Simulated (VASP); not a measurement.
PbSe (Clausthalite): relaxation of cell and atoms with revPBE+D3

PbSe (Clausthalite):

```
Pb Se
1.0
     0.00000    3.06065    3.06065
     3.06065    0.00000    3.06065
     3.06065    3.06065    0.00000
Pb Se
1 1
Direct
  0.03040 0.00447 0.98476
  0.50492 0.49508 0.49516
```

The cell isn't the ideal one: atoms moved at random, drawn with an rms of 0.1 Å.

```
Program                : VASP 6.6.1
Task                   : relaxation of cell and atoms
Functional             : revPBE
Dispersion             : D3
Potentials or basis    : VASP PAW PBE potentials, release 64 (Pb_d, Se)
Cutoff                 : 600 eV
k mesh                 : 8 × 8 × 8
Occupations            : gaussian, width 0.05 eV
Spin                   : no spin polarisation
Further INCAR settings : ALGO = Normal; EDIFF = 1e-06; IBRION = 2; EDIFFG = -0.02; NSW = 40; ISIF = 3
```

* Relaxed volume: 30.01 Å³/atom
* Relaxed cell: a = 4.399 Å, b = 4.396 Å, c = 4.390 Å, α = 60.05°, β = 60.03°, γ = 59.88°
* Space group after relaxing (to 0.05 Å): Cm (No. 8)
* Energy gained by relaxing: 8.6 meV/atom
* Ionic steps: 3
* Pressure after relaxing: 0.0 GPa
* Largest force after relaxing: 0.009 eV/Å
* Band gap on the k mesh: 0.54 eV, direct
* Dispersion energy per atom: -0.411 eV

Forces on the atoms (eV/Å):
```
Pb   0.000 -0.005 -0.008
Se   0.000  0.005  0.008
```

The path:
| step | energy change (eV) | largest force (eV/Å) | pressure (GPa) | volume (Å³) |
| --- | --- | --- | --- | --- |
| 1 | 0.0000 | 0.0710 | 2.14 | 57.34 |
| 2 | -0.0166 | 0.0047 | -0.37 | 60.58 |
| 3 | -0.0173 | 0.0093 | 0.00 | 60.01 |

Final structure:
```cif
data_structure
_symmetry_space_group_name_H-M 'P 1'
_symmetry_Int_Tables_number 1
_cell_length_a 4.3989
_cell_length_b 4.3961
_cell_length_c 4.3897
_cell_angle_alpha 60.054
_cell_angle_beta 60.030
_cell_angle_gamma 59.884
_cell_volume 60.01
loop_
_atom_site_label
_atom_site_type_symbol
_atom_site_fract_x
_atom_site_fract_y
_atom_site_fract_z
_atom_site_occupancy
Pb1 Pb 0.02978 0.00423 0.98503 1
Se1 Se 0.50554 0.49532 0.49489 1
```

Levels at points of the mesh, in eV from the valence-band top:
```tsv
k point	band 6	band 7	band 8	band 9	band 10	band 11	band 12	band 13	band 14
(0.00, 0.00, 0.00)	-13.17	-6.29	-1.65	-1.64	-1.63	4.62	4.65	4.68	6.68
(0.50, 0.00, 0.00)	-12.21	-8.48	-1.31	-1.27	-0.06	0.59	1.88	1.91	8.59
(0.00, 0.50, 0.00)	-12.20	-8.49	-1.31	-1.28	0.00	0.54	1.90	1.92	8.61
(0.00, 0.00, 0.50)	-12.20	-8.49	-1.31	-1.28	0.00	0.54	1.90	1.92	8.61
(0.50, 0.50, 0.50)	-12.21	-8.48	-1.31	-1.27	-0.05	0.59	1.88	1.91	8.60
(0.50, 0.50, 0.00)	-11.90	-7.28	-4.49	-2.91	-2.90	3.98	5.53	5.56	5.93
(0.00, 0.50, 0.50)	-11.90	-7.25	-4.55	-2.92	-2.88	3.87	5.51	5.66	5.96
(0.50, 0.00, 0.50)	-11.90	-7.25	-4.54	-2.92	-2.89	3.89	5.50	5.65	5.95
```

Run time: 13 min on 1 thread of Intel(R) Xeon(R) Platinum 8375C CPU @ 2.90GHz (Ice Lake), with other jobs on the host, peak memory 0.44 GiB.

Caveat: the PAW data sets were made with another functional, which shifts forces and pressure a little; spin-orbit coupling is left out, which as a rule narrows the gap of such compounds by several tenths of an eV. A k mesh can miss the band edges.
